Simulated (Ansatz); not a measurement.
# Cost of a DFT run on SiS2

```yaml
crystal:
  lattice:
    - [-2.782, 4.7725, 2.776]
    - [2.782, -4.7725, 2.776]
    - [2.782, 4.7725, -2.776]
  atoms:
    - { symbol: Si, position: [0.75, 0.75, 0.0] }
    - { symbol: Si, position: [0.25, 0.25, 0.0] }
    - { symbol: S, position: [0.1188338255, 0.2110927804, 0.329926606] }
    - { symbol: S, position: [0.8811661745, 0.7889072196, 0.670073394] }
    - { symbol: S, position: [0.6188338255, 0.2889072196, 0.9077410451] }
    - { symbol: S, position: [0.3811661745, 0.7110927804, 0.0922589549] }
kpoints:
  mp_grid: { grid: [8, 8, 8] }
scf:
  occupations: { method: fermi_dirac, width: 0.01 }
hamiltonian:
  xc: r2scan
  pseudopotentials: { kind: paw }
output:
  forces: true
  stress: true
  populations: true
  efg: { quadrupole_moments_barn: { S: -0.0694 }, contact_densities: true }
```

```sh
ansatz run input.yaml --threads 1 --pin off --max-ram 3072MiB --backend cpu --events-out ev --progress --plain --runs-dir out
```

It runs on 1 thread of Arm Neoverse N1 (aarch64; 36 cores open to the job, memory cap 3.0 GiB, no GPU), a shared host with a load of 0.8 a core.

Problem. How much time and memory should be set aside?

Solution. About 96 s of wall time (94 s of CPU time) and 1 GiB. The run holds 32 valence electrons in 22 bands, about 3777 plane waves a k-point and 95 irreducible k-points, and took 7 SCF iterations. Times on a shared host vary by tens of per cent.
